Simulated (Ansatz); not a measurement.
Crystal: MnO.

```
CELL_PARAMETERS angstrom
0.00000 2.22391 2.22391
2.22391 0.00000 2.22391
2.22391 2.22391 0.00000
ATOMIC_POSITIONS crystal
Mn 0.00000 0.00000 0.00000
O 0.50000 0.50000 0.50000
```

The cell is a database's computed one.

Base run:

| Property | Result |
| --- | --- |
| Program | Ansatz 0.2.0 |
| Functional | PBEsol |
| Potentials or basis | all-electron LAPW, scalar-relativistic |
| Cutoff | 324 eV (chosen from the basis error) |
| Basis error allowed | 0.001 eV/atom |
| k mesh | 10 × 10 × 10 |
| Occupations | fermi-dirac, width 0.05 eV |
| Spin | collinear spin, ferromagnetic start |
| Starting moments | [4.0, 0.0] μB |

Its results: band gap on the k mesh none (metal or under the smearing width); pressure -7.1 GPa; net moment 4.77 μB per cell; site moments Mn +4.31; O +0.23 μB.

Problem. After a change of settings the same cell gave: band gap on the k mesh none (metal or under the smearing width); pressure 2.8 GPa; net moment 5.00 μB per cell; site moments Mn +4.56; O +0.18 μB. Which change was it?
A. hubbard terms from none to Mn d U = 4 eV
B. hubbard terms from none to Mn d U = 8 eV
C. functional from PBEsol to PBE; occupations from fermi-dirac, width 0.05 eV to gaussian, width 0.014 eV

Solution. A.

Caveats: a cell with one magnetic atom can't hold antiferromagnetic order, which such compounds often take; semilocal functionals often make such compounds metallic where correlation or magnetic order opens a gap, which also shifts bond lengths (some runs); the magnetic state may not be the lowest (some runs); U is the effective U less J, on atomic orbitals that reach past the spheres (some runs).
